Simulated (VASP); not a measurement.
# Rh (Fm-3m) in VASP: notebook

The runs below take Rh through relaxation of the atoms, with PBE.

Everything below comes from runs of VASP 6.6.1. Logs are shortened: lines on timing, memory, paths and dates and some standing lists are left out, and cuts for length are marked.

## 1. Starting point

Symmetry: Fm-3m, No. 225, cubic system. Conventional cell: a = 3.823 Å, b = 3.823 Å, c = 3.823 Å, α = 90.00°, β = 90.00°, γ = 90.00°. Rh (site symmetry m-3m) is surrounded by 12 Rh at 2.70 Å.

## 2. Relaxation of the atoms, PBE

The input, INCAR:

```
PREC = Accurate
ENCUT = 300
EDIFF = 1E-7
ISMEAR = 1
SIGMA = 0.1
LREAL = F
LASPH = T
NELM = 80
ALGO = Normal
ISIF = 2
LWAVE = F
LCHARG = F
GGA = PE
IBRION = 2
NSW = 40
EDIFFG = -0.01
```

The input, KPOINTS:

```
Automatic mesh
0
Gamma
  8 8 8
```

The input, POSCAR:

```
Rh                                      
1.0
    0.0000000000      1.9117308468      1.9117308468
    1.9117308468      0.0000000000      1.9117308468
    1.9117308468      1.9117308468      0.0000000000
  Rh            
     1
Direct
     0.0000000000000000    0.0000000000000000    0.0000000000000000
```

Potentials or basis: VASP PAW PBE potentials, release 64 (Rh).

Launch:

```console
$ cat potpaw_PBE.64/Rh/POTCAR > POTCAR
$ mpirun -np 1 vasp_std > vasp.out
```

OUTCAR:

```text
PREC = Accurate
   ENCUT = 300
   EDIFF = 1E-7
   ISMEAR = 1
   LREAL = F
   LASPH = T
   NELM = 80
   ISIF = 2
   GGA = PE
   IBRION = 2
   NSW = 40
   EDIFFG = -0.01

 ion  position               nearest neighbor table
   1  0.000  0.000  0.000-

  LATTYP: Found a face centered cubic cell.
 ALAT       =     3.8234616936

  Lattice vectors:

 A1 = (   0.0000000000,   1.9117308468,   1.9117308468)
 A2 = (   1.9117308468,   0.0000000000,   1.9117308468)
 A3 = (   1.9117308468,   1.9117308468,   0.0000000000)

Analysis of symmetry for initial positions (statically):
=====================================================================
 Subroutine PRICEL returns:
 Original cell was already a primitive cell.

 Routine SETGRP: Setting up the symmetry group for a
 face centered cubic supercell.

 Subroutine GETGRP returns: Found 48 space group operations
 (whereof 48 operations were pure point group operations)
 out of a pool of 48 trial point group operations.

The static configuration has the point symmetry O_h .

Analysis of symmetry for dynamics (positions and initial velocities):
=====================================================================
 Subroutine PRICEL returns:
 Original cell was already a primitive cell.

 Routine SETGRP: Setting up the symmetry group for a
 face centered cubic supercell.

 Subroutine GETGRP returns: Found 48 space group operations
 (whereof 48 operations were pure point group operations)
 out of a pool of 48 trial point group operations.

The dynamic configuration has the point symmetry O_h .

 Subroutine INISYM returns: Found 48 space group operations
 (whereof 48 operations are pure point group operations),
 and found     1 'primitive' translations

----------------------------------------------------------------------------------------

                                     Primitive cell

  volume of cell :      13.9737

  direct lattice vectors                    reciprocal lattice vectors
     0.000000000  1.911730847  1.911730847    -0.261543094  0.261543094  0.261543094
     1.911730847  0.000000000  1.911730847     0.261543094 -0.261543094  0.261543094
     1.911730847  1.911730847  0.000000000     0.261543094  0.261543094 -0.261543094

  length of vectors
     2.703595691  2.703595691  2.703595691     0.453005927  0.453005927  0.453005927

  position of ions in fractional coordinates (direct lattice)
     0.000000000  0.000000000  0.000000000

[... 80 lines left out ...]
   NFREE  =      1    steps in history (QN), initial steepest desc. (CG)
   ISIF   =      2    stress and relaxation
   ISYM   =      2    0-nonsym 1-usesym 2-fastsym
   POTIM  = 0.5000    time-step for ionic-motion
   TEBEG  =    0.0;   TEEND  =   0.0 temperature during run
   PSTRESS=    0.0 pullay stress
   NELECT =       9.0000    total number of electrons
   NUPDOWN=      -1.0000    fix difference up-down
   EMIN   =  10.00;   EMAX   =-10.00  energy-range for DOS
   EFERMI =   0.00;   METHOD = LEGACY
   ISMEAR =     1;   SIGMA  =   0.10  broadening in eV -4-tet -1-fermi 0-gaus
   EFERMI_NEDOS =   21; number of points for ismear=-14 and -15
   IALGO  =     38    algorithm
   IMIX   =      4    mixing-type and parameters
     AMIX     =   0.40;   BMIX     =  1.00
     AMIX_MAG =   1.60;   BMIX_MAG =  1.00
  volume/ion in A,a.u.               =      13.97        94.30
  Fermi-wavevector in a.u.,A,eV,Ry     =   1.413792  2.671680 27.195440  1.998808
  Thomas-Fermi vector in A             =   2.535401
   LORBIT       =      0    0 simple, 1 ext, 2 COOP (PROOUT), +10 PAW based schemes
   GGA     = PE    functional components
   LHFCALC =     F    Hartree Fock is set to
   AEXX    =    0.0000 exact exchange contribution
   IVDW    =     0    specifies the selected vdW correction
   LEPSILON=     F    determine dielectric tensor
   LRPA    =     F    only Hartree local field effects (RPA)
 conjugate gradient relaxation of ions
 non-spin polarized calculation
 Methfessel and Paxton  Order N= 1 SIGMA  =   0.10
  energy-cutoff  :      300.00
  volume of cell :       13.97
 maximum number of plane-waves:       174
   NGX =  7   NGY =  7   NGZ =  7

 number of electron       9.0000000 magnetization

 Free energy of the ion-electron system (eV)
  ---------------------------------------------------
  ext. energy  EPLUGINS =         0.00000000
  ---------------------------------------------------
  free energy    TOTEN  =        -7.24871256 eV

  energy without entropy =       -7.25010106  energy(sigma->0) =       -7.24917539

 E-fermi :  11.4704     XC(G=0): -13.5122

 val. band max:       11.4492519327   @ k =  -0.3750   0.2500   0.0000
 cond. band min:      11.5381625731   @ k =   0.3750   0.0000   0.0000
 fundamental gap:      0.0889106404
 Fermi energy:        11.4703516916

 k-point     1 :       0.0000    0.0000    0.0000
  band No.  band energies     occupation
      1       3.6248      2.00000
      2       8.4632      2.00000
      3       8.4632      2.00000
      4       8.4632      2.00000
      5      10.5036      2.00000
      6      10.5036      2.00000
      7      27.4583      0.00000
      8      27.6849      0.00000
[... 243 lines left out ...]
 k-point    24 :      -0.3750    0.2500    0.1250
  band No.  band energies     occupation
      1       6.5782      2.00000
      2       7.4314      2.00000
      3       8.8667      2.00000
      4       9.5155      2.00000
      5      11.8293     -0.00000
      6      16.7996      0.00000
      7      19.7573      0.00000
      8      27.4119      0.00000

 [... further k-points ...]

------------------------ aborting loop because EDIFF is reached ----------------------------------------

  FORCE on cell =-STRESS in cart. coord.  units (eV):
  Direction    XX          YY          ZZ          XY          YZ          ZX
  --------------------------------------------------------------------------------------
  -------------------------------------------------------------------------------------
  Total        0.0024507      0.0024507      0.0024507     -0.0000000     -0.0000000     -0.0000000
  in kB        0.2809953      0.2809953      0.2809953     -0.0000000     -0.0000000     -0.0000000
  external PRESSURE =       0.2809953 kB  Pullay stress =       0.0000000 kB

 VOLUME and BASIS-vectors are now :
 -----------------------------------------------------------------------------
  energy-cutoff  :      300.00
  volume of cell :       13.97
      direct lattice vectors                 reciprocal lattice vectors
     0.000000000  1.911730847  1.911730847    -0.261543094  0.261543094  0.261543094
     1.911730847  0.000000000  1.911730847     0.261543094 -0.261543094  0.261543094
     1.911730847  1.911730847  0.000000000     0.261543094  0.261543094 -0.261543094

 POSITION                                       TOTAL-FORCE (eV/Angst)
 -----------------------------------------------------------------------------------
      0.00000      0.00000      0.00000         0.000000      0.000000      0.000000
 -----------------------------------------------------------------------------------
    total drift:                                0.000000      0.000000      0.000000

  FREE ENERGIE OF THE ION-ELECTRON SYSTEM (eV)
  ---------------------------------------------------
  free  energy   TOTEN  =        -7.2487125621 eV

  energy  without entropy=       -7.2501010561  energy(sigma->0) =       -7.24917539

 reached required accuracy - stopping structural energy minimisation
```

OSZICAR:

```text
N       E                     dE             d eps       ncg     rms          rms(c)
DAV:   1     0.137351211931E+02    0.13735E+02   -0.29876E+03   480   0.597E+02
DAV:   2    -0.767761762017E+01   -0.21413E+02   -0.20699E+02   496   0.129E+02
DAV:   3    -0.775854649636E+01   -0.80929E-01   -0.80903E-01   784   0.110E+01
DAV:   4    -0.775857818686E+01   -0.31690E-04   -0.31689E-04   600   0.130E-01
DAV:   5    -0.775857820187E+01   -0.15017E-07   -0.14281E-07   720   0.255E-03    0.100E+01
DAV:   6    -0.728699168748E+01    0.47159E+00   -0.17541E+00   496   0.128E+01    0.370E+00
DAV:   7    -0.725477691795E+01    0.32215E-01   -0.79742E-02   800   0.264E+00    0.152E+00
DAV:   8    -0.724893496800E+01    0.58419E-02   -0.26844E-03   536   0.406E-01    0.281E-01
DAV:   9    -0.724871279657E+01    0.22217E-03   -0.27068E-04   768   0.152E-01    0.322E-02
DAV:  10    -0.724871260982E+01    0.18675E-06   -0.11967E-06   576   0.124E-02    0.167E-03
DAV:  11    -0.724871256215E+01    0.47673E-07   -0.59638E-08   744   0.266E-03
   1 F= -.72487126E+01 E0= -.72491754E+01  d E =-.724871E+01
```

Run time: 3 s. Hardware: 1 thread of Intel Xeon Platinum 8488C (Sapphire Rapids), shared host; peak memory 0.1 GiB.

What came out:

| Property | Result |
| --- | --- |
| Free energy | -7.2487 eV |
| Pressure after relaxing | 0.0 GPa |
| Band gap on the k mesh | none (metal or under the smearing width) |

Final structure:
```
Rh
1.0
     0.00000    1.91173    1.91173
     1.91173    0.00000    1.91173
     1.91173    1.91173    0.00000
Rh
1
Direct
  0.00000 0.00000 0.00000
```

Levels at points of the mesh, in eV from the Fermi level:
| k point | band 2 | band 3 | band 4 | band 5 | band 6 | band 7 |
| --- | --- | --- | --- | --- | --- | --- |
| (0.00, 0.00, 0.00) | -3.01 | -3.01 | -3.01 | -0.97 | -0.97 | 15.99 |
| (0.50, 0.00, 0.00) | -3.08 | -3.08 | 0.55 | 0.55 | 0.74 | 8.47 |
| (0.50, 0.50, 0.00) | -5.81 | 0.52 | 0.95 | 0.95 | 3.22 | 12.07 |

Caveat: the relaxation stopped at its first step, so nothing moved.

## 3. Relaxation of the atoms, PBE (a relaxed cell with its volume scaled by 1.02)

INCAR is that of step 2.

KPOINTS is that of step 2.

The input, POSCAR:

```
Rh                                      
1.0
    0.0000000000      1.9243916849      1.9243916849
    1.9243916849      0.0000000000      1.9243916849
    1.9243916849      1.9243916849      0.0000000000
  Rh            
     1
Direct
     0.0000000000000000    0.0000000000000000    0.0000000000000000
```

Potentials or basis: VASP PAW PBE potentials, release 64 (Rh).

Launch:

```console
$ cat potpaw_PBE.64/Rh/POTCAR > POTCAR
$ mpirun -np 1 vasp_std > vasp.out
```

It took 3.3 s on 1 thread of Intel Xeon Platinum 8488C (Sapphire Rapids), shared host; peak memory 0.1 GiB.

The run converged. Its results:

| Property | Result |
| --- | --- |
| Free energy | -7.2455 eV |
| Pressure after relaxing | -4.8 GPa |
| Band gap on the k mesh | none (metal or under the smearing width) |

Final structure:
```
Rh
1.0
     0.00000    1.92439    1.92439
     1.92439    0.00000    1.92439
     1.92439    1.92439    0.00000
Rh
1
Direct
  0.00000 0.00000 0.00000
```

Levels at points of the mesh, in eV from the Fermi level:
```tsv
k point	band 1	band 2	band 3	band 4	band 5	band 6	band 7	band 8
(0.00, 0.00, 0.00)	-7.70	-2.91	-2.91	-2.91	-0.94	-0.94	16.00	16.29
(0.50, 0.00, 0.00)	-5.83	-2.98	-2.98	0.53	0.53	0.76	8.27	15.50
(0.50, 0.50, 0.00)	-5.98	-5.63	0.50	0.91	0.91	3.20	11.82	13.07
```

Caveat: the relaxation stopped at its first step, so nothing moved.

(Continued in part 2 of 2.)
